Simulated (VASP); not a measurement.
# A single sheet of SnSe2: what the settings do to the level below the vacuum

Aim: find which settings matter for a slab model of a single sheet of SnSe2, and what they cost.

Method: LDA; plane waves and PAW (Se, Sn), in the first sound run; inputs show where later runs differ, in VASP 6.6.1.

Most raw output is cut from this account.

### Step 1. The starting structure

The cell holds 3 atoms: 2 Se and 1 Sn. Cell: a = 3.811 Å, b = 3.811 Å, c = 18.056 Å, α = 90.0°, β = 90.0°, γ = 120.0°. It derives from SnSe2. 1 sheet cut from a layered arrangement of the crystal. Vacuum lies along c.

### Step 2. The base run

The base run sets the number that all others are held against.

Contents of INCAR:

```
SYSTEM = SnSe2
PREC = Normal
ENCUT = 350
EDIFF = 1E-06
NELM = 120
ISMEAR = 0
SIGMA = 0.05
LREAL = .FALSE.
ALGO = Normal
GGA = CA
NBANDS = 14
LORBIT = 11
LWAVE = .FALSE.
LCHARG = .FALSE.
KPAR = 4
LASPH = .TRUE.
IDIPOL = 3
LDIPOL = .TRUE.
DIPOL = 0.5 0.5 0.5
LVHAR = .TRUE.
LVACPOTAV = .TRUE.
NEDOS = 1500
```

Contents of POSCAR:

```
SnSe2
1.0
    3.8110000000      0.0000000000      0.0000000000
   -1.9055000000      3.3004228140      0.0000000000
    0.0000000000      0.0000000000     18.0557280000
Se Sn
2 1
Direct
    0.3333333330      0.6666666670      0.5846193520
    0.6666666670      0.3333333330      0.4153806480
    0.0000000000      0.0000000000      0.5000000000
```

Contents of KPOINTS:

```
Automatic mesh
0
Gamma
9 9 1
0 0 0
```

PAW data sets: Se and Sn (PBE family, release 64).

Started as:

```
$ mpirun -np 4 vasp_std
```

The job ended after 6.4 s (4 MPI ranks of Intel Xeon Platinum 8259CL at 2.50GHz (Skylake/Cascade Lake), shared host; peak memory 0.6 GiB).

The gap is read on the k-mesh alone, so it is an upper bound where the band edges lie off the mesh. The PAW data sets were made with PBE, though LDA sets exist; this is a small mismatch. The data set Sn keeps the semicore shell frozen, which is cheaper and a little less accurate.

Numbers from this step:

| Quantity | Value |
| --- | --- |
| electronic cycles | 20 |
| electrons | 16 |
| free energy (TOTEN) | -13.67 eV |
| Fermi energy | -2.994 eV |
| labelled metallic, from the levels on this mesh | no |
| dipole moment | 0, 0, 0 e·Å |
| vacuum levels | 3.109, 3.109 eV |
| ionisation potentials of the upper and lower face | 6.328, 6.328 eV |
| electron affinities of the upper and lower face | 5.405, 5.405 eV |
| highest filled level below the vacuum | 6.328 eV |
| gap on the k-mesh | 0.9236 eV |
| least direct gap on the k-mesh | 1.209 eV |

Zero at the Fermi level. Table of planar average of the electrostatic potential by height:

```
height (Å)  planar average of the electrostatic potential (eV)
       0.0                                                6.10
       0.5                                                6.10
       1.0                                                6.10
       1.5                                                6.10
       2.0                                                6.10
       2.5                                                6.10
       3.0                                                6.10
       3.5                                                6.10
       4.0                                                6.10
       4.5                                                6.10
       5.0                                                6.08
       5.5                                                5.99
       6.0                                                5.61
       6.5                                                3.96
       7.0                                               -2.77
       7.5                                               -6.15
       8.0                                               -6.41
       8.5                                               -6.04
       9.0                                               -7.76
       9.5                                               -6.34
      10.0                                               -6.27
      10.5                                               -6.26
      11.0                                               -3.51
      11.5                                                3.63
      12.0                                                5.51
      12.5                                                5.97
      13.0                                                6.07
      13.5                                                6.10
      14.0                                                6.10
      14.5                                                6.10
      15.0                                                6.10
      15.5                                                6.10
      16.0                                                6.10
      16.5                                                6.10
      17.0                                                6.10
      17.5                                                6.10
```

Density of states in the PAW spheres, an atom over height of the layer and energy from the Fermi level.

Ten even steps from '0' (0.00 states/eV) to '9' (1.37 states/eV), each cell a mean:
```
000
000
515
939
525
000
222
343
333
242
121
121
232
121
000
000
121
020
020
040
161
000
```
Columns: height of the layer (Å) from 7.5 to 10.6; rows upwards: energy from the Fermi level (eV) from -7.9 to 0.5.

Force by atom:

```
atom  x (eV/Å)  y (eV/Å)  z (eV/Å)   size
 Se1     0.000     0.000     0.446  0.446
 Se2     0.000     0.000    -0.446  0.446
 Sn3     0.000     0.000     0.000  0.000
```

The highest filled level lies 6.33 eV below the vacuum at the upper face.

Only the dipole across the slab is computed (IDIPOL = 3); zeros along the plane are no results.

The map of layer states is cut here 0.5 eV above the Fermi level, so it leaves out the states above that.

### Step 3. Another mesh, mesh points along a 3, k-mesh 3×3×1

The mesh decides how well the Fermi level or the band edge is found.

Edit INCAR of step 2 so:

```diff
@@ -14,3 +14,3 @@
 LCHARG = .FALSE.
-KPAR = 4
+NCORE = 4
 LASPH = .TRUE.
@@ -21,2 +21 @@
 LVACPOTAV = .TRUE.
-NEDOS = 1500
```

POSCAR is that of step 2.

Contents of KPOINTS:

```
Automatic mesh
0
Gamma
3 3 1
0 0 0
```

Started as:

```
$ mpirun -np 4 vasp_std
```

It took 3 s on 4 MPI ranks; peak memory 0.41 GiB.

A gap read on the k-mesh alone can miss the band edges.

This step gave:

```
electronic cycles                                 : 19
free energy (TOTEN)                               : -13.22 eV
vacuum levels                                     : 3.095, 3.095 eV
ionisation potentials of the upper and lower face : 6.322, 6.322 eV
electron affinities of the upper and lower face   : 4.855, 4.855 eV
highest filled level below the vacuum             : 6.322 eV
gap on the k-mesh                                 : 1.467 eV
least direct gap on the k-mesh                    : 1.538 eV
```

Force by atom:

```
atom  x (eV/Å)  y (eV/Å)  z (eV/Å)   size
 Se1     0.000     0.000     0.235  0.235
 Se2     0.000     0.000    -0.235  0.235
 Sn3     0.000     0.000     0.000  0.000
```

Against the base run its depth below the vacuum changes by -0.01 eV and the energy by +150.3 meV an atom.

### Step 4. Another mesh, mesh points along a 6, k-mesh 6×6×1

Edit INCAR of step 3 so:

```diff
@@ -14,3 +14,3 @@
 LCHARG = .FALSE.
-NCORE = 4
+KPAR = 4
 LASPH = .TRUE.
```

POSCAR is that of step 3.

Contents of KPOINTS:

```
Automatic mesh
0
Gamma
6 6 1
0 0 0
```

Started as:

```
$ mpirun -np 4 vasp_std
```

Run time: 5.2 s. Hardware: 4 MPI ranks; peak memory 0.56 GiB.

Against the base run its depth below the vacuum changes by -0.01 eV and the energy by +4.1 meV an atom.

### Step 5. Another mesh, mesh points along a 12, k-mesh 12×12×1

INCAR is that of step 4.

POSCAR is that of step 4.

Contents of KPOINTS:

```
Automatic mesh
0
Gamma
12 12 1
0 0 0
```

Started as:

```
$ mpirun -np 4 vasp_std
```

The job ended after 8.8 s (4 MPI ranks; peak memory 0.63 GiB).

Against the base run its depth below the vacuum changes by -0.00 eV and the energy by -0.3 meV an atom.

### Step 6. Comparing the runs

Times are for 4 MPI ranks of Intel Xeon Platinum 8259CL at 2.50GHz (Skylake/Cascade Lake), shared host. The runs compared:

```
no.  mesh points along a  highest filled level below the vacuum (eV)  energy at zero smearing (eV)   time  memory (GiB)
  1                    3                                       6.322                        -13.22    3 s          0.41
  2                    6                                       6.317                        -13.66  5.2 s          0.56
  3                   12                                       6.325                        -13.67  8.8 s          0.63
```

### Step 7. Another vacuum, vacuum width 5

Too little vacuum lets the faces of neighbouring images overlap, and too much only costs plane waves.

INCAR is that of step 5.

Contents of POSCAR:

```
SnSe2
1.0
    3.8110000000      0.0000000000      0.0000000000
   -1.9055000000      3.3004228140      0.0000000000
    0.0000000000      0.0000000000      8.0557280065
Se Sn
2 1
Direct
    0.3333333330      0.6666666670      0.6896618160
    0.6666666670      0.3333333330      0.3103381840
    0.0000000000      0.0000000000      0.5000000000
```

Contents of KPOINTS:

```
Automatic mesh
0
Gamma
9 9 1
0 0 0
```

Started as:

```
$ mpirun -np 4 vasp_std
```

The job ended after 2.8 s (4 MPI ranks; peak memory 0.46 GiB; 8 s of CPU time).

Numbers from this step:

| Property | Result |
| --- | --- |
| electronic cycles | 12 |
| Fermi energy | 0.9087 eV |
| gap on the k-mesh | 0.9409 eV |
| least direct gap on the k-mesh | 1.222 eV |

Force by atom:

```
atom  x (eV/Å)  y (eV/Å)  z (eV/Å)   size
 Se1     0.000     0.000     0.463  0.463
 Se2     0.000     0.000    -0.463  0.463
 Sn3     0.000     0.000     0.000  0.000
```

The program found no flat vacuum in this gap and printed no vacuum level, so no level below the vacuum can be given.

### Step 8. Another vacuum, vacuum width 8

INCAR is that of step 7.

Contents of POSCAR:

```
SnSe2
1.0
    3.8110000000      0.0000000000      0.0000000000
   -1.9055000000      3.3004228140      0.0000000000
    0.0000000000      0.0000000000     11.0557280065
Se Sn
2 1
Direct
    0.3333333330      0.6666666670      0.6381965984
    0.6666666670      0.3333333330      0.3618034016
    0.0000000000      0.0000000000      0.5000000000
```

KPOINTS is that of step 7.

Started as:

```
$ mpirun -np 4 vasp_std
```

It took 3.8 s on 4 MPI ranks; peak memory 0.5 GiB; 12 s of CPU time.

Against the base run its depth below the vacuum changes by -0.02 eV and the energy by +0.6 meV an atom.

### Step 9. Another vacuum, vacuum width 24

INCAR is that of step 8.

Contents of POSCAR:

```
SnSe2
1.0
    3.8110000000      0.0000000000      0.0000000000
   -1.9055000000      3.3004228140      0.0000000000
    0.0000000000      0.0000000000     27.0557280065
Se Sn
2 1
Direct
    0.3333333330      0.6666666670      0.5564709995
    0.6666666670      0.3333333330      0.4435290005
    0.0000000000      0.0000000000      0.5000000000
```

KPOINTS is that of step 8.

Started as:

```
$ mpirun -np 4 vasp_std
```

The job ended after 9.4 s (4 MPI ranks; peak memory 0.7 GiB).

Against the base run its depth below the vacuum changes by +0.00 eV and the energy by -0.1 meV an atom.

### Step 10. The series together

Times are for 4 MPI ranks of Intel Xeon Platinum 8259CL at 2.50GHz (Skylake/Cascade Lake), shared host. The runs compared:

```
no.  vacuum width  electronic cycles  gap on the k-mesh (eV)  least direct gap on the k-mesh (eV)   time  memory (GiB)
  1             5                 12                  0.9409                                1.222  2.8 s          0.46
  2             8                 15                  0.9237                                1.209  3.8 s           0.5
  3            24                 20                  0.9237                                1.209  9.4 s           0.7
```

### Step 11. A lower cutoff, ENCUT 210

A lower cutoff is cheaper, and the test is whether a potential difference survives it better than the total energy.

Edit INCAR of step 9 so:

```diff
@@ -2,3 +2,3 @@
 PREC = Normal
-ENCUT = 350
+ENCUT = 210
 EDIFF = 1E-06
```

Contents of POSCAR:

```
SnSe2
1.0
    3.8110000000      0.0000000000      0.0000000000
   -1.9055000000      3.3004228140      0.0000000000
    0.0000000000      0.0000000000     18.0557280000
Se Sn
2 1
Direct
    0.3333333330      0.6666666670      0.5846193520
    0.6666666670      0.3333333330      0.4153806480
    0.0000000000      0.0000000000      0.5000000000
```

KPOINTS is that of step 9.

Started as:

```
$ mpirun -np 4 vasp_std
```

Run time: 3.6 s. Hardware: 4 MPI ranks; peak memory 0.46 GiB.

Numbers from this step:

| Property | Result |
| --- | --- |
| electronic cycles | 19 |
| Fermi energy | -3.003 eV |
| vacuum levels | 3.107, 3.107 eV |
| ionisation potentials of the upper and lower face | 6.324, 6.324 eV |
| electron affinities of the upper and lower face | 5.400, 5.400 eV |
| highest filled level below the vacuum | 6.324 eV |
| gap on the k-mesh | 0.9238 eV |

Against the base run its depth below the vacuum changes by -0.00 eV and the energy by +1.4 meV an atom.

### Step 12. A lower cutoff, ENCUT 280

Edit INCAR of step 11 so:

```diff
@@ -2,3 +2,3 @@
 PREC = Normal
-ENCUT = 210
+ENCUT = 280
 EDIFF = 1E-06
```

POSCAR is that of step 11.

KPOINTS is that of step 11.

Started as:

```
$ mpirun -np 4 vasp_std
```

Elapsed: 4.8 s, on 4 MPI ranks; peak memory 0.53 GiB.

Numbers from this step:

- electronic cycles: 20
- Fermi energy: -2.932 eV
- vacuum levels: 3.109, 3.109 eV
- ionisation potentials of the upper and lower face: 6.328, 6.328 eV
- electron affinities of the upper and lower face: 5.405, 5.405 eV
- highest filled level below the vacuum: 6.328 eV
- gap on the k-mesh: 0.9237 eV

Against the base run its depth below the vacuum changes by +0.00 eV and the energy by +0.9 meV an atom.

### Step 13. Another smearing width, SIGMA 0.02

The width trades sharpness at the Fermi level against the mesh needed.

Edit INCAR of step 12 so:

```diff
@@ -2,3 +2,3 @@
 PREC = Normal
-ENCUT = 280
+ENCUT = 350
 EDIFF = 1E-06
@@ -6,3 +6,3 @@
 ISMEAR = 0
-SIGMA = 0.05
+SIGMA = 0.02
 LREAL = .FALSE.
```

POSCAR is that of step 12.

KPOINTS is that of step 12.

Started as:

```
$ mpirun -np 4 vasp_std
```

Elapsed: 6.2 s, on 4 MPI ranks; peak memory 0.59 GiB; 21 s of CPU time.

Numbers from this step:

```
Fermi energy      : -3.093 eV
gap on the k-mesh : 0.9236 eV
```

Against the base run its depth below the vacuum changes by -0.00 eV and the energy by +0.0 meV an atom.

### Step 14. Another smearing width, SIGMA 0.4

Edit INCAR of step 13 so:

```diff
@@ -6,3 +6,3 @@
 ISMEAR = 0
-SIGMA = 0.02
+SIGMA = 0.4
 LREAL = .FALSE.
```

POSCAR is that of step 13.

KPOINTS is that of step 13.

Started as:

```
$ mpirun -np 4 vasp_std
```

Run time: 6.4 s. Hardware: 4 MPI ranks; peak memory 0.6 GiB; 21 s of CPU time.

This step gave:

| Quantity | Value |
| --- | --- |
| free energy (TOTEN) | -13.68 eV |
| energy at zero smearing | -13.67 eV |
| Fermi energy | -2.705 eV |
| vacuum levels | 3.11, 3.11 eV |
| ionisation potentials of the upper and lower face | 6.333, 6.333 eV |
| electron affinities of the upper and lower face | 5.407, 5.407 eV |
| highest filled level below the vacuum | 6.333 eV |
| gap on the k-mesh | 0.9263 eV |
| least direct gap on the k-mesh | 1.212 eV |

Against the base run its depth below the vacuum changes by +0.01 eV and the energy by +1.5 meV an atom.

### Step 15. Another level, functional PBE, disp none

This step: PBE; plane waves and PAW (Se, Sn) (VASP 6.6.1).

Beside the numerical settings stands the choice of exchange and correlation.

Edit INCAR of step 14 so:

```diff
@@ -6,6 +6,6 @@
 ISMEAR = 0
-SIGMA = 0.4
+SIGMA = 0.05
 LREAL = .FALSE.
 ALGO = Normal
-GGA = CA
+GGA = PE
 NBANDS = 14
```

POSCAR is that of step 14.

KPOINTS is that of step 14.

Started as:

```
$ mpirun -np 4 vasp_std
```

Elapsed: 8.4 s, on 4 MPI ranks; peak memory 0.66 GiB.

This step gave:

- free energy (TOTEN): -11.81 eV
- Fermi energy: -2.726 eV
- vacuum levels: 3.116, 3.116 eV
- ionisation potentials of the upper and lower face: 6.112, 6.112 eV
- electron affinities of the upper and lower face: 5.074, 5.074 eV
- highest filled level below the vacuum: 6.112 eV
- gap on the k-mesh: 1.038 eV
- least direct gap on the k-mesh: 1.318 eV

Force by atom:

```
atom  x (eV/Å)  y (eV/Å)  z (eV/Å)   size
 Se1     0.000     0.000     0.871  0.871
 Se2     0.000     0.000    -0.871  0.871
 Sn3     0.000     0.000     0.000  0.000
```

Against the base run its depth below the vacuum changes by -0.22 eV.

### Step 16. Another level, functional PBEsol, disp none

This step: PBEsol; plane waves and PAW (Se, Sn) (VASP 6.6.1).

Edit INCAR of step 15 so:

```diff
@@ -9,3 +9,3 @@
 ALGO = Normal
-GGA = PE
+GGA = PS
 NBANDS = 14
```

POSCAR is that of step 15.

KPOINTS is that of step 15.

Started as:

```
$ mpirun -np 4 vasp_std
```

Run time: 7.6 s. Hardware: 4 MPI ranks; peak memory 0.67 GiB; 29 s of CPU time.

The PAW data sets were made with PBE, which is usual practice but a small mismatch for other functionals.

Against the base run its depth below the vacuum changes by -0.18 eV.

### Step 17. Another level, functional RPBE, disp none

This step: RPBE; plane waves and PAW (Se, Sn) (VASP 6.6.1).

Edit INCAR of step 16 so:

```diff
@@ -9,3 +9,3 @@
 ALGO = Normal
-GGA = PS
+GGA = RP
 NBANDS = 14
```

POSCAR is that of step 16.

KPOINTS is that of step 16.

Started as:

```
$ mpirun -np 4 vasp_std
```

Wall time 6.4 s (4 MPI ranks); peak memory 0.66 GiB.

Against the base run its depth below the vacuum changes by -0.29 eV.

### Step 18. Another level, functional optB88-vdW, disp nonlocal

This step: optB88-vdW; plane waves and PAW (Se, Sn) (VASP 6.6.1).

Edit INCAR of step 17 so:

```diff
@@ -9,3 +9,8 @@
 ALGO = Normal
-GGA = RP
+GGA = BO
+AGGAC = 0
+LUSE_VDW = .TRUE.
+PARAM1 = 0.1833333333
+PARAM2 = 0.22
+LASPH = .TRUE.
 NBANDS = 14
@@ -15,3 +20,2 @@
 KPAR = 4
-LASPH = .TRUE.
 IDIPOL = 3
```

POSCAR is that of step 17.

KPOINTS is that of step 17.

Started as:

```
$ mpirun -np 4 vasp_std
```

The job ended after 62 s (4 MPI ranks; peak memory 1.4 GiB).

Against the base run its depth below the vacuum changes by +0.01 eV.

### Step 19. Another level, functional r2SCAN, disp none

This step: r2SCAN; plane waves and PAW (Se, Sn) (VASP 6.6.1).

Edit INCAR of step 18 so:

```diff
@@ -9,7 +9,3 @@
 ALGO = Normal
-GGA = BO
-AGGAC = 0
-LUSE_VDW = .TRUE.
-PARAM1 = 0.1833333333
-PARAM2 = 0.22
+METAGGA = R2SCAN
 LASPH = .TRUE.
```

POSCAR is that of step 18.

KPOINTS is that of step 18.

Started as:

```
$ mpirun -np 4 vasp_std
```

Elapsed: 23 s, on 4 MPI ranks; peak memory 0.68 GiB.

Against the base run its depth below the vacuum changes by +0.12 eV.

[end of part 1 of 2]

[Lines on the potential files, build, host, timing and source positions are cut from VASP's logs without a mark.]

[Logs are printed without paths, hosts, clocks, repeated set-up lines and the standing remarks that a program may print on its own settings, such as how far it seeks lower states.]

[Hosts, paths, dates, database ids (printed as entryN), source tags and the programs' standing remarks are cut or masked in the printed files.]

[In band tables of VASP the shares of atoms and orbitals are scaled to a sum of 1 inside the atoms' spheres.]

[Runs that stopped without an error message from VASP are left out.]
